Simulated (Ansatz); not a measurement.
# Cu (P-1) in Ansatz: reference runs

Reference runs on Cu: the cell as given.

All numbers are computed with Ansatz 0.2.0; they aren't measurements. Logs are shortened: lines on timing, memory, paths and dates and some standing lists are left out, and cuts for length are marked.

**1. The cell of the first run**

The typed cell holds 2 atoms: a = 2.556 Å, b = 2.556 Å, c = 4.427 Å, α = 73.22°, β = 73.22°, γ = 60.00°.

**2. Single point, PBE (a zone-boundary wave of random shape, sigma 0.05 Å)**

input.yaml reads:

```yaml
crystal:
  lattice:
    - [0.0, -1.8075, -1.8075]
    - [-1.8075, 0.0, -1.8075]
    - [1.8075, 1.8075, -3.615]
  atoms:
    - { symbol: Cu, position: [0.50904939, 0.47379486, 0.51235736] }
    - { symbol: Cu, position: [0.99095061, 0.02620514, 0.98764264] }
kpoints:
  mp_grid: { grid: [12, 12, 7] }
scf:
  occupations: { method: fermi_dirac, width: 0.05 }
hamiltonian:
  xc: pbe
  pseudopotentials: { kind: all_electron, lapw: { basis_error: 0.001 } }
output:
  forces: true
  stress: true
  eigenvalues: true
  populations: true
```

Potentials or basis: all-electron LAPW, scalar-relativistic.

On the command line:

```bash
$ ansatz run input.yaml --threads 2 --pin off --max-ram 6144MiB --backend cpu --events-out ev --progress --plain --runs-dir out
```

Standard output:

```text
Warning: RAYON_NUM_THREADS=2 ignored (pool sized by the plan → 2); use --threads N
Cu: projections on atomic orbitals take those of the free atom 1s2 2s2 2p6 3s2 3p6 3d10 4s1, of charge +0.00 (hamiltonian.pseudopotentials.projection_atoms)
LAPW: plane waves up to 9.286 Å⁻¹, error target 1.0e-3 eV per atom; small_component_spin mean_spin; Cu in spheres of 1.220 Å, 19 of its electrons in bands, Dirac shells [] (how accurate: hamiltonian.pseudopotentials.lapw.basis_error, Limitations)
Engine: ansatz 0.2.0, x86_64-unknown-linux-gnu
Pseudopotentials: kind: all_electron
Pseudopotential: Cu, LAPW, valence charge 19, lapw/all_electron/scalar/gaussian/Cu, Koelling and Harmon's equation, gaussian nucleus
Functional definition: PBE
  parameter kappa = 0.804
  parameter beta = 0.06672455060314922
  exchange = pbe_x(kappa = kappa, mu = beta*pi^2/3)
  correlation = pbe_c(beta = beta)
Crystal: 2 atoms, lattice volume = 23.621 Å³
Basis set: ecut = 328.56359701842337 eV, 325 PW (Γ), exchange–correlation at level 2
Bands: 23, of which v1, the nominal top of the filled ones, is band 19 counted from 1 (18 counted from 0)
Symmetry: 2 space group operations
Space group: P-1 (ITA 2), of the structure as read, at distance tolerance 2.9e-5 Å
k-points: 506 of 1008
Non-local potential: Cu, projectors of the file, none
Initial density: superposition of atomic densities (chi_scale 0.1, normalization cell)
Initial wavefunctions: plane waves of lowest kinetic energy (no species holds an atomic orbital)
Functional: x = pbe(κ = 0.804, μ = 0.2195149727645171), c = pbe(β = 0.06672455060314922)
iter 1 solved again at ethr=1.09e-3 eV; its pass at ethr=1.00e-1 eV (dr2=4.15e-1 eV) is discarded
SCF iter   1: F=—  HF=-90070.286625 eV  |F-HF|=—  |Δ(HF+E_count)|=         —  Δρ=5.79e-2  dr2=4.16e-1  ethr=1.09e-3  ⟨swp⟩=2.0  Hψ=81034  notcnv=0
preconditioner: auto → none  [metal: Δε(μ)=0.014 eV  Ē_g=9.943 eV  σ=0.050 eV  W_gap=0.07  n_scr=8 (ndim 8)  ℏωp=35.8 eV  f_vac=0.000  D(μ)=1.11/eV (n_scr^D=8)  sad-step TF]
SCF iter   2: F=—  HF=-90071.597194 eV  |F-HF|=—  |Δ(HF+E_count)|=    1.31e0  Δρ=2.66e-2  dr2=8.62e-2  ethr=1.09e-3  ⟨swp⟩=3.0  Hψ=42025  notcnv=0  defer=1
iter 3 solved again at ethr=9.79e-6 eV; its pass at ethr=2.27e-4 eV (dr2=3.72e-3 eV) is discarded
SCF iter   3: F=—  HF=-90068.667332 eV  |F-HF|=—  |Δ(HF+E_count)|=    2.93e0  Δρ=3.61e-3  dr2=3.72e-3  ethr=9.79e-6  ⟨swp⟩=2.0  Hψ=64726  notcnv=0
SCF iter   4: F=—  HF=-90068.544790 eV  |F-HF|=—  |Δ(HF+E_count)|=   1.23e-1  Δρ=6.04e-3  dr2=4.74e-3  ethr=9.79e-6  ⟨swp⟩=3.0  Hψ=40579  notcnv=0
SCF iter   5: F=—  HF=-90068.533915 eV  |F-HF|=—  |Δ(HF+E_count)|=   1.09e-2  Δρ=5.39e-4  dr2=7.04e-5  ethr=9.79e-6  ⟨swp⟩=2.1  Hψ=33045  notcnv=0
SCF iter   6: F=—  HF=-90068.533912 eV  |F-HF|=—  |Δ(HF+E_count)|=   2.51e-6  Δρ=2.05e-4  dr2=3.09e-5  ethr=1.85e-7  ⟨swp⟩=3.0  Hψ=34650  notcnv=0
SCF iter   7: F=—  HF=-90068.533903 eV  |F-HF|=—  |Δ(HF+E_count)|=   8.81e-6  Δρ=2.54e-5  dr2=9.66e-8  ethr=8.13e-8  ⟨swp⟩=2.0  Hψ=32997  notcnv=0
SCF iter   8: F=-90068.533903 eV  HF=-90068.533903 eV  |F-HF|=8.92e-9  |Δ(HF+E_count)|=   5.62e-7  Δρ=1.89e-6  dr2=7.72e-10  ethr=2.54e-10  ⟨swp⟩=3.0  Hψ=38283  notcnv=0
SCF 1 converged in 8 iterations: F = -90068.533903 eV  dr2 = 7.72e-10
SCF converged after 8 iterations
Free energy (F): -90068.533903 eV
Harris-Foulkes:  -90068.533903 eV  (|F-HF|=8.92e-9)
Internal energy: -90068.527735 eV  (E = F + TS)
E sigma→0 (E₀):  -90068.530819 eV
Entropy (-TS):   -0.006168 eV (-3.084 meV/atom)
Fermi energy:    16.602573 eV
--- Per-component energies (eV) ---
  E_band       = -724.918758
  E_kinetic    = 91617.647497
  E_xc         = -3681.399863
  E_electrostatic = -178004.775369  (all electrons and nuclei)
  E_smearing   = -0.006168  (= −TS)
  E_closure    = 0.000000  (closes the sum)
  E_atoms      = -90061.064913  (free atoms, spherical and without spin; not in F)
  Σ components = -90068.533903   (vs F -90068.533903, Δ=0.00e0)
  Basis errors (estimates in eV, not in F): energy 2.4e-4 per atom: plane waves 2.3e-4 (1.2e-4 summed), levels above the bands 2.7e-85, relativity 2.1e-8, radial functions 7.3e-6, core shells 7.2e-11; eigenvalues (radial functions only) 5.4e-7; not estimated: angular momenta, meshes, grids; target (lapw.basis_error) 1.0e-3; muffin-tin radii Cu 1.220 Å
--- Forces (eV/Å), atoms counted from 1 ---
  atom   1  Cu    -0.57925464    -0.37050551     0.39913995
  atom   2  Cu     0.57925464     0.37050551    -0.39913995
  max |Σ_I F_I| component: 0.00e0 eV/Å
--- Stress (GPa, compression-positive) ---
        2.916111       0.257233      -0.546104
        0.257233       2.933376       0.384409
       -0.546104       0.384409       3.139685
  P = ⅓ Tr σ = 2.9964 GPa (29.964 kbar)
--- Band table (eV; the first three rows and the last of 506) ---
  k-point 0: bands = ["-95.9693", "-95.9535", "-53.4001", "-53.2997", "-53.2947", "-53.2849", "-53.2795", "-53.2790", "7.1936", "11.5024", "13.5614", "13.5689", "13.5746", "13.5913", "13.6210", "14.4178", "14.4569", "14.9925", "15.0366", "15.5962", "20.3251", "37.7029", "38.6445"]
  k-point 1: bands = ["-95.9687", "-95.9542", "-53.3952", "-53.2992", "-53.2944", "-53.2895", "-53.2802", "-53.2797", "7.3781", "11.3815", "13.5321", "13.5785", "13.6049", "13.6323", "13.6351", "14.3982", "14.4445", "14.8340", "14.9416", "14.9873", "21.5702", "37.8306", "38.0317"]
  k-point 2: bands = ["-95.9671", "-95.9558", "-53.3817", "-53.3041", "-53.2977", "-53.2914", "-53.2820", "-53.2812", "7.9192", "10.8735", "13.3979", "13.6318", "13.6373", "13.6851", "13.7212", "13.8895", "14.3564", "14.4320", "14.8045", "14.8618", "24.1584", "34.5156", "38.1964"]
  k-point 505: bands = ["-95.9529", "-95.9514", "-53.3794", "-53.3727", "-53.3325", "-53.3249", "-53.3122", "-53.3013", "12.0462", "12.1347", "12.5669", "12.9608", "13.5529", "13.7667", "14.0860", "14.4882", "15.0286", "15.0858", "17.3727", "17.6738", "22.3923", "24.3445", "27.8933"]
--- Löwdin populations: 2 sites ---
  site symbol       q [e]
     0     Cu     28.8415
     1     Cu     28.8415
  spilling = 0.005467 (of n_electrons = 58.000000)
```

Run time: 41 s. Hardware: 2 threads of AMD EPYC 7B13 (Zen 3), shared host; peak memory 1.1 GiB.

Results:

| Item | Value |
| --- | --- |
| Free energy | -90068.5339 eV |
| Pressure | 3.0 GPa |
| Largest force | 0.795 eV/Å |
| Band gap on the k mesh | none (metal or under the smearing width) |

Forces in eV/Å, atoms in the order of the input:
```
Cu  -0.579 -0.371  0.399
Cu   0.579  0.371 -0.399
```

Levels at points of the mesh, in eV from the Fermi level:
| k point | band 15 | band 16 | band 17 | band 18 | band 19 | band 20 | band 21 | band 22 | band 23 |
| --- | --- | --- | --- | --- | --- | --- | --- | --- | --- |
| (0.00, 0.00, 0.00) | -2.98 | -2.18 | -2.15 | -1.61 | -1.57 | -1.01 | 3.72 | 21.10 | 22.04 |
| (0.00, -0.50, 0.00) | -2.56 | -2.17 | -1.55 | -1.54 | 0.66 | 1.23 | 6.63 | 6.78 | 11.70 |
| (-0.50, 0.00, 0.00) | -2.47 | -2.19 | -1.58 | -1.51 | 0.87 | 1.01 | 6.18 | 7.25 | 12.33 |
| (-0.50, -0.50, 0.00) | -1.60 | -1.59 | -1.51 | -1.44 | -0.98 | 1.45 | 3.75 | 7.11 | 13.09 |
